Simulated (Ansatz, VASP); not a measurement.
## HfB2 (HfB2 strained to the junction's net) in two plane-wave programs

Wanted: the spread between two codes on one cell, functional and k mesh. The cell is generated by rule, not measured, and may not be a known phase. The structure shown is the end of the Ansatz relaxation below.

Program: Ansatz 0.2.0. Level of theory: plane waves, with VASP 6.6.1 beside it; single point at PBE. Results are calculated unless marked as measured.

## 1. The structure

The structure is hexagonal, space group P6/mmm (No. 191). The conventional cell has a = 3.094 Å, b = 3.094 Å, c = 3.518 Å, α = 90.00°, β = 90.00°, γ = 120.00°. Nearest to Hf lie 12 B at 2.51 Å. Nearest to B lie 3 B at 1.79 Å and 6 Hf at 2.51 Å. Farther neighbours are not listed.

As a file:

```cif
data_structure
_symmetry_space_group_name_H-M 'P 1'
_symmetry_Int_Tables_number 1
_cell_length_a 3.0940
_cell_length_b 3.0940
_cell_length_c 3.5184
_cell_angle_alpha 90.000
_cell_angle_beta 90.000
_cell_angle_gamma 120.000
_cell_volume 29.17
loop_
_atom_site_label
_atom_site_type_symbol
_atom_site_fract_x
_atom_site_fract_y
_atom_site_fract_z
_atom_site_occupancy
Hf1 Hf 0.00000 0.00000 0.00000 1
B2 B 0.33333 0.66667 0.50000 1
B3 B 0.66667 0.33333 0.50000 1
```

## 2. Ansatz: relaxation, PBE

Ansatz runs on its default PAW (the set named soft_2) files.

This run makes the geometry at which the two programs are then compared.

File input.yaml:

```yaml
crystal:
  lattice:
    - [3.094, 0.0, 0.0]
    - [-1.547, 2.6794825993, 0.0]
    - [0.0, 0.0, 3.5334311111]
  atoms:
    - { symbol: Hf, position: [0.0, 0.0, 0.0] }
    - { symbol: B, position: [0.3333333333, 0.6666666667, 0.5] }
    - { symbol: B, position: [0.6666666667, 0.3333333333, 0.5] }
kpoints:
  mp_grid: { grid: [12, 12, 9] }
scf:
  occupations: { method: fermi_dirac, width: 0.1 }
  max_iter: 150
hamiltonian:
  xc: pbe
relax:
  f_tol: 0.01
  max_steps: 40
  cell: { fix: [a, b, angles] }
```

On the command line:

```console
$ ansatz run input.yaml --threads 4 --pin off --max-ram 10240MiB --backend cpu --events-out ev --progress --plain --runs-dir out
```

Numbers of over 12 decimals in the logs are rounded to 6 here.

What it wrote:

```text
Engine: ansatz 0.2.0, aarch64-unknown-linux-gnu
Pseudopotentials: kind: paw
Pseudopotential: Hf, paw, valence charge 26, recommended cutoff 420 eV (normal), Hf.paw.azcp
Pseudopotential: B, paw, valence charge 3, recommended cutoff 420 eV (normal), B.paw.azcp
Functional definition: PBE
  parameter kappa = 0.804
  parameter beta = 0.066725
  exchange = pbe_x(kappa = kappa, mu = beta*pi^2/3)
  correlation = pbe_c(beta = beta)
Crystal: 3 atoms, lattice volume = 29.293 Å³
Basis set: ecut = 420 eV, 563 PW (Γ), exchange–correlation on 48×48×48 points (8 copies of the dense FFT grid, shifted against one another)
Bands: 20, of which v1, the nominal top of the filled ones, is band 16 counted from 1 (15 counted from 0)
Symmetry: 24 space group operations
Space group: P6/mmm (ITA 191), of the structure as read, at distance tolerance 3.1e-5 Å
k-points: 95 of 1296
Non-local potential: Hf, projectors of the file, l = 0: 3, l = 1: 2, l = 2: 2, l = 3: 3
Non-local potential: B, projectors of the file, l = 0: 2, l = 1: 2, l = 2: 1
PAW form: soft (Blöchl's): semilocal exchange-correlation on the pseudo side does not see the compensation charge
PAW one-centre angular grid: Hf, 590 points (default); XC on 64 Gauss nodes
PAW one-centre angular grid: B, 110 points (default); XC on 64 Gauss nodes
Initial density: superposition of atomic densities (neutral atoms: chi_scale 0, normalization atom), corrected by the library's trained network
Initial wavefunctions: pseudopotential atomic-orbital guess
Functional: x = pbe(κ = 0.804, μ = 0.219515), c = pbe(β = 0.066725)
SCF iter   1: F=—  HF=-16036.190708 eV  |F-HF|=—  |Δ(HF+E_count)|=         —  Δρ=1.68e-3  dr2=8.25e-4  ethr=1.77e-3  ⟨swp⟩=4.1  Hψ=7430  notcnv=0
preconditioner: auto → none  [metal: Δε(μ)=0.068 eV  Ē_g=17.502 eV  σ=0.100 eV  W_gap=0.17  n_scr=8 (ndim 8)  ℏωp=37.6 eV  f_vac=0.000  D(μ)=0.23/eV (n_scr^D=0)  sad-step TF]
SCF iter   2: F=—  HF=-16036.190533 eV  |F-HF|=—  |Δ(HF+E_count)|=   1.74e-4  Δρ=9.99e-4  dr2=3.60e-4  ethr=2.58e-6  ⟨swp⟩=2.6  Hψ=4080  notcnv=0
SCF iter   3: F=—  HF=-16036.190523 eV  |F-HF|=—  |Δ(HF+E_count)|=   9.93e-6  Δρ=6.29e-4  dr2=2.00e-4  ethr=1.13e-6  ⟨swp⟩=2.0  Hψ=3274  notcnv=0
SCF iter   4: F=—  HF=-16036.190426 eV  |F-HF|=—  |Δ(HF+E_count)|=   9.69e-5  Δρ=9.46e-5  dr2=2.55e-6  ethr=6.25e-7  ⟨swp⟩=2.0  Hψ=3317  notcnv=0
SCF iter   5: F=—  HF=-16036.190433 eV  |F-HF|=—  |Δ(HF+E_count)|=   7.10e-6  Δρ=1.66e-5  dr2=4.07e-8  ethr=7.98e-9  ⟨swp⟩=2.1  Hψ=3023  notcnv=0
SCF iter   6: F=-16036.190433 eV  HF=-16036.190433 eV  |F-HF|=1.23e-9  |Δ(HF+E_count)|=   8.17e-9  Δρ=2.84e-6  dr2=1.95e-9  ethr=1.27e-10  ⟨swp⟩=2.8  Hψ=7171  notcnv=0
SCF 1 converged in 6 iterations: F = -16036.190433 eV  dr2 = 1.95e-9
  greatest PAW one-centre occupation: 0.998 electrons in one spin orbital (limit 2), on the Hf atom at site 0 (counted from 0), in its partial waves of l = 0
relax step   1: F+E_penalty+E_count = -16036.19043339 eV  Δ(F+E_penalty+E_count) = +0.000e0 eV  max|allowed force component| = 1.110e-16 eV/Å  Δτ_max = 0.0000 Å  P = +5.840 GPa  Ω = 29.293 Å³  fix = [a, b, alpha, beta, gamma]  reactions: a +9.767, b +9.767 GPa  (6 SCF iters, dr2 threshold 1.00e-7 eV, accepted)
[...]
relax step   2: F+E_penalty+E_count = -16036.19109483 eV  Δ(F+E_penalty+E_count) = -6.614e-4 eV  max|allowed force component| = 4.441e-16 eV/Å  Δτ_max = 0.0000 Å  P = +7.628 GPa  Ω = 29.082 Å³  energy of the carried Pulay correction = +2.408e-4 eV  fix = [a, b, alpha, beta, gamma]  reactions: a +10.741, b +10.741 GPa  (5 SCF iters, dr2 threshold 3.00e-7 eV, accepted)
[...]
relax step   3: F+E_penalty+E_count = -16036.19136901 eV  Δ(F+E_penalty+E_count) = -2.742e-4 eV  max|allowed force component| = 2.035e-16 eV/Å  Δτ_max = 0.0000 Å  P = +6.884 GPa  Ω = 29.169 Å³  energy of the carried Pulay correction = +1.417e-4 eV  fix = [a, b, alpha, beta, gamma]  reactions: a +10.335, b +10.335 GPa  (4 SCF iters, dr2 threshold 3.00e-7 eV, accepted)
[...]
relax step   4: F+E_penalty+E_count = -16036.19124605 eV  Δ(F+E_penalty+E_count) = +1.230e-4 eV  max|allowed force component| = 2.035e-16 eV/Å  Δτ_max = 0.0000 Å  P = +6.878 GPa  Ω = 29.169 Å³  fix = [a, b, alpha, beta, gamma]  reactions: a +10.332, b +10.332 GPa  stress off target by 2.95e-2 GPa on what of the cell is left free  SCF on the basis re-selected at this cell (its energy is not comparable with the rows above)  (6 SCF iters)
basis re-selected at this cell: Δ(F+E_penalty+E_count) = +1.230e-4 eV, ΔP = -0.006 GPa vs the last step (what re-selecting the basis moved, of the pressure what is left beyond the Pulay correction that the steps carried, after the strain that the cell walked since its last selection, with what the two solves' SCF thresholds leave and, on support functions, any second-order correction that the steps lacked; it is no m [...]
SCF converged after 6 iterations
Free energy (F): -16036.191246 eV
Harris-Foulkes:  -16036.191246 eV  (|F-HF|=3.64e-12)
Internal energy: -16036.183677 eV  (E = F + TS)
E sigma→0 (E₀):  -16036.187461 eV
Entropy (-TS):   -0.007569 eV (-2.523 meV/atom)
Fermi energy:    20.969909 eV
--- Per-component energies (eV) ---
  E_band       = 141.169886
  E_kinetic    = 528.142037
  E_local      = -5240.577492  (includes V_loc(G=0)·N_el)
  E_nonlocal   = -1221.508679
  E_hartree    = 2503.344323
  E_xc         = -367.744281
  E_vxc        = -347.248451  (∫ρ·V_xc dr)
  E_paw        = -7085.772927  (= ΣΔE_a)
  E_vpaw       = 1415.673740  (= ΣTr[D̂ρ^β])
  E_aug_tail   = -0.000007  (compensation charges beyond the density's cutoff)
  E_ewald      = -5152.066652
  E_smearing   = -0.007569  (= −TS)
  E_closure    = 0.000000  (closes the sum)
  Σ components = -16036.191246   (vs F -16036.191246, Δ=0.00e0)
--- Forces (eV/Å), atoms counted from 1 ---
  atom   1  Hf     0.00000000     0.00000000     0.00000000
  atom   2  B     -0.00000000    -0.00000000    -0.00000000
  atom   3  B     -0.00000000     0.00000000     0.00000000
  max |Σ_I F_I| component: 7.40e-17 eV/Å
--- Stress (GPa, compression-positive) ---
       10.332303       0.000000      -0.000000
        0.000000      10.332303       0.000000
       -0.000000       0.000000      -0.029516
  P = ⅓ Tr σ = 6.8784 GPa (68.784 kbar)
--- Relaxed structure (3 steps of the walk, 3 accepted, 1 SCFs on fresh bases) ---
  F+E_penalty+E_count = -16036.19124605 eV   max|allowed force component| = 2.035e-16 eV/Å   (the final SCF, on the basis selected at the relaxed cell)
  cell:  # Å, volume = 29.1686 Å³
    - [3.094000, 0, 0]
    - [-1.547000, 2.679483, 0]
    - [0, 0, 3.518387]
  atoms:
    - { symbol: Hf, position: [0, 0, 0.0] }
    - { symbol: B, position: [0.333333, 0.666667, 0.5] }
    - { symbol: B, position: [0.666667, 0.333333, 0.5] }
```

## 3. VASP: single point, PBE

The same cell, functional, mesh and smearing now go to VASP, with its own data sets.

Lines of VASP's logs that name or quote its potential files are left out, and so is its time.

File INCAR:

```
SYSTEM = HfB2
PREC = Accurate
ENCUT = 500
EDIFF = 1E-06
NELM = 120
ISMEAR = -1
SIGMA = 0.1
LREAL = .FALSE.
ALGO = Normal
GGA = PE
NBANDS = 14
LASPH = .TRUE.
LORBIT = 11
LWAVE = .FALSE.
LCHARG = .FALSE.
ISIF = 2
GGA_COMPAT = .FALSE.
KPAR = 2
```

File POSCAR:

```
HfB2
1.0
    3.0940000000      0.0000000000      0.0000000000
   -1.5470000000      2.6794825993      0.0000000000
    0.0000000000      0.0000000000      3.5183872087
Hf B
1 2
Direct
    0.0000000000      0.0000000000      0.0000000000
    0.3333333333      0.6666666667      0.5000000000
    0.6666666667      0.3333333333      0.5000000000
```

File KPOINTS:

```
Automatic mesh
0
Gamma
12 12 9
0 0 0
```

The projector-augmented-wave data sets are Hf_pv and B (PBE family, release 64).

On the command line:

```console
$ mpirun -np 2 vasp_std
```

What it wrote:

```text
[banner, memory and clock lines left out]
running    2 mpi-ranks, on    1 nodes
 distrk:  each k-point on    1 cores,    2 groups
 distr:  one band on    1 cores,    1 groups

 POSCAR found type information on POSCAR HfB
 POSCAR found :  2 types and       3 ions
 LDA part: xc-table for (Slater+PW92), standard interpolation
 POSCAR, INCAR and KPOINTS ok, starting setup
 FFT: planning ... GRIDC
 FFT: planning ... GRID_SOFT
 FFT: planning ... GRID
 WAVECAR not read
 entering main loop
       N       E                     dE             d eps       ncg     rms          rms(c)
DAV:   1     0.270169079597E+02    0.27017E+02   -0.79726E+03  2660   0.105E+03
DAV:   2    -0.273443971294E+02   -0.54361E+02   -0.51130E+02  3472   0.224E+02
DAV:   3    -0.288804094936E+02   -0.15360E+01   -0.15288E+01  3560   0.278E+01
DAV:   4    -0.288873431962E+02   -0.69337E-02   -0.69332E-02  3014   0.229E+00
DAV:   5    -0.288873852253E+02   -0.42029E-04   -0.42027E-04  3512   0.157E-01    0.531E+01
DAV:   6    -0.264937331887E+02    0.23937E+01   -0.36563E+00  3188   0.133E+01    0.393E+01
DAV:   7    -0.264457827765E+02    0.47950E-01   -0.11688E+00  3410   0.766E+00    0.124E+01
DAV:   8    -0.263845419528E+02    0.61241E-01   -0.28804E-01  3142   0.400E+00    0.174E+00
DAV:   9    -0.263794990693E+02    0.50429E-02   -0.24610E-02  3110   0.125E+00    0.437E-01
DAV:  10    -0.263792674686E+02    0.23160E-03   -0.99198E-04  3248   0.267E-01    0.285E-01
DAV:  11    -0.263792760413E+02   -0.85727E-05   -0.71139E-05  3326   0.658E-02    0.129E-01
DAV:  12    -0.263792728335E+02    0.32078E-05   -0.43173E-06  3074   0.160E-02    0.126E-02
DAV:  13    -0.263792729439E+02   -0.11047E-06   -0.34957E-07  1504   0.503E-03
   1 F= -.26379273E+02 E0= -.26375491E+02  d E =-.756349E-02
```

From OUTCAR (step 3):

```text
ion  position               nearest neighbor table
   1  0.000  0.000  0.000-   2 2.51   3 2.51   2 2.51   3 2.51   2 2.51   2 2.51   3 2.51   3 2.51
                             3 2.51   3 2.51   2 2.51   2 2.51
   2  0.333  0.667  0.500-   3 1.79   3 1.79   3 1.79   1 2.51   1 2.51   1 2.51   1 2.51   1 2.51
                             1 2.51
   3  0.667  0.333  0.500-   2 1.79   2 1.79   2 1.79   1 2.51   1 2.51   1 2.51   1 2.51   1 2.51
                             1 2.51

  LATTYP: Found a hexagonal cell.
 ALAT       =     3.0940000000
 C/A-ratio  =     1.1371645794

 Subroutine GETGRP returns: Found 24 space group operations
 (whereof 24 operations were pure point group operations)

The static configuration has the point symmetry D_6h.

 Found     95 irreducible k-points:

   k-points           NKPTS =     95   k-points in BZ     NKDIM =     95   number of bands    NBANDS=     14

   dimension x,y,z NGX =    24 NGY =   24 NGZ =   28
   dimension x,y,z NGXF=    48 NGYF=   48 NGZF=   56

   ENCUT  =  500.0 eV  36.75 Ry    6.06 a.u.   5.64  5.64  6.41*2*pi/ulx,y,z

   NELECT =      16.0000    total number of electrons

 k-points in reciprocal lattice and weights: Automatic mesh
   0.00000000  0.00000000  0.00000000       0.001
   0.08333333 -0.00000000  0.00000000       0.005
   0.16666667 -0.00000000  0.00000000       0.005
   0.25000000 -0.00000000  0.00000000       0.005
   0.33333333 -0.00000000  0.00000000       0.005
   0.41666667 -0.00000000  0.00000000       0.005
   0.50000000 -0.00000000  0.00000000       0.002
   0.08333333  0.08333333  0.00000000       0.005
   0.16666667  0.08333333  0.00000000       0.009
[...]
0.33333333  0.25000000  0.44444444       0.019
   0.33333333  0.33333333  0.44444444       0.003

 average (electrostatic) potential at core
       1 -34.2267       2 -24.8197       3 -24.8197

 E-fermi :   7.8829

 k-point     1 :       0.0000    0.0000    0.0000
  band No.  band energies     occupation
    ...
      4      -6.0610      2.00000
      5       4.6316      2.00000
      6       4.8201      2.00000
      7       5.0698      2.00000
      8       5.0698      2.00000
      9      11.9565      0.00000
     10      11.9565      0.00000
     11      12.3497      0.00000
     12      12.3497      0.00000
     13      13.0803      0.00000
    ...

 k-point     2 :       0.0833   -0.0000    0.0000
  band No.  band energies     occupation
    ...
      4      -5.9070      2.00000
      5       4.6294      2.00000
      6       4.6913      2.00000
      7       4.8044      2.00000
      8       5.0553      2.00000
      9      11.3789      0.00000
     10      11.8033      0.00000
     11      11.8427      0.00000
     12      12.1314      0.00000
     13      13.5331      0.00000
    ...

 k-point     3 :       0.1667   -0.0000    0.0000
  band No.  band energies     occupation
    ...
      4      -5.4627      2.00000
      5       3.5889      2.00000
      6       4.3782      2.00000
      7       4.9834      2.00000
      8       5.2126      2.00000
      9      10.2620      0.00000
     10      11.5505      0.00000
     11      11.5514      0.00000
     12      12.2301      0.00000
     13      13.8491      0.00000
    ...

  Total        1.7945020      1.7945020     -0.0339618      0.0000000     -0.0000000      0.0000000
  in kB       98.5688375     98.5688375     -1.8654619      0.0000000     -0.0000000      0.0000000
  external PRESSURE =      65.0907377 kB  Pullay stress =       0.0000000 kB

  energy-cutoff  :      500.00
  volume of cell :       29.17
      direct lattice vectors                 reciprocal lattice vectors
     3.094000000  0.000000000  0.000000000     0.323206206  0.186603190  0.000000000
    -1.547000000  2.679482599  0.000000000     0.000000000  0.373206380  0.000000000
     0.000000000  0.000000000  3.518387209     0.000000000  0.000000000  0.284221133

 POSITION                                       TOTAL-FORCE (eV/Angst)
 -----------------------------------------------------------------------------------
      0.00000      0.00000      0.00000         0.000000      0.000000      0.000000
     -0.00000      1.78632      1.75919         0.000000      0.000000     -0.000000
      1.54700      0.89316      1.75919        -0.000000     -0.000000      0.000000
 -----------------------------------------------------------------------------------
    total drift:                               -0.000000      0.000000      0.000000

  FREE ENERGIE OF THE ION-ELECTRON SYSTEM (eV)
  ---------------------------------------------------
  free  energy   TOTEN  =       -26.3792729439 eV

  energy  without entropy=      -26.3717094543  energy(sigma->0) =      -26.37549120

 total charge
# of ion       s       p       d       tot
------------------------------------------
    1        0.305   6.594   1.859   8.758
    2        0.672   1.305   0.000   1.977
    3        0.672   1.305   0.000   1.977
--------------------------------------------------
tot          1.649   9.203   1.859  12.711

[... 3 further parts left out ...]
```

The run ends at a pressure of 6.51 GPa.

## 4. Comparison

Known differences besides the potentials themselves: the data sets hold 32 valence electrons in Ansatz (on its default PAW (the set named soft_2) files) and 16 in VASP; the cutoff is 420 eV in Ansatz and 500 eV in VASP; Ansatz's pressure holds a Pulay correction, VASP's none. Total energies have different zeros and are not compared.

Compared:

```tsv
quantity	Ansatz	VASP	difference
pressure (GPa)	6.88	6.51	+0.37
```

## 5. Summary of results

```
difference in pressure (single point, PBE) : 0.37 GPa
```

**Reading.** The difference in pressure is 0.37 GPa (single point, PBE), within the 1 GPa picked in this series as the mark of a large difference. The data sets hold unlike numbers of valence electrons (32 in Ansatz and 16 in VASP), so part of the differences comes from the potentials. Such differences can come from data sets, numerical settings and the points named under the comparisons, not from the functional's error against experiment.

[Lines on the potential files, build, host, timing and source positions are cut from VASP's logs without a mark.]

[Logs are printed without paths, hosts, clocks, repeated set-up lines and the standing remarks that a program may print on its own settings, such as how far it seeks lower states.]

[Hosts, paths, dates, database ids (printed as entryN), source tags and the programs' standing remarks are cut or masked in the printed files.]
